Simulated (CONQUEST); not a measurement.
Crystal: Sr.

```
Sr
1.0
     4.30253    0.00000    0.00000
     0.00000    4.30253    0.00000
     0.00000    0.00000    6.08470
Sr
2
Direct
  0.00000 0.00000 0.00000
  0.50000 0.50000 0.50000
```

```yaml
Program: CONQUEST 1.3
Task: single point
Functional: PBE
Potentials_or_basis: PseudoDojo NC PBE, DZP, grid cutoff 120 Ha
k_mesh: 6 × 6 × 5
Occupations: fermi-dirac, width 0.05 eV
Spin: no spin polarisation
```

On this cell: pressure -0.2 GPa; largest force zero by symmetry; band gap on the k mesh none (metal or under the smearing width).

The same run follows on a disturbed copy (atoms of the box moved at random, drawn with an rms of 0.05 Å):

```
CELL_PARAMETERS angstrom
4.30253 0.00000 0.00000
0.00000 4.30253 0.00000
0.00000 0.00000 6.08470
ATOMIC_POSITIONS crystal
Sr 0.99480 0.01520 0.99882
Sr 0.50302 0.51040 0.49817
```

Problem. What changes?

Solution. The energy (extrapolated to zero smearing) moves by +0.5 meV/atom; pressure -0.2 GPa; largest force 0.039 eV/Å; band gap on the k mesh none (metal or under the smearing width).

Forces in eV/Å, atoms in the order of the input:
```
Sr   0.033 -0.020 -0.003
Sr  -0.031  0.020  0.012
```

Caveats: the basis of atomic orbitals isn't converged, which shifts pressures, moduli and gaps; the box holds several primitive cells, so bands are folded and the points are those of the box's own zone (some runs); the real-space grid breaks the cell's symmetry a little (some runs).
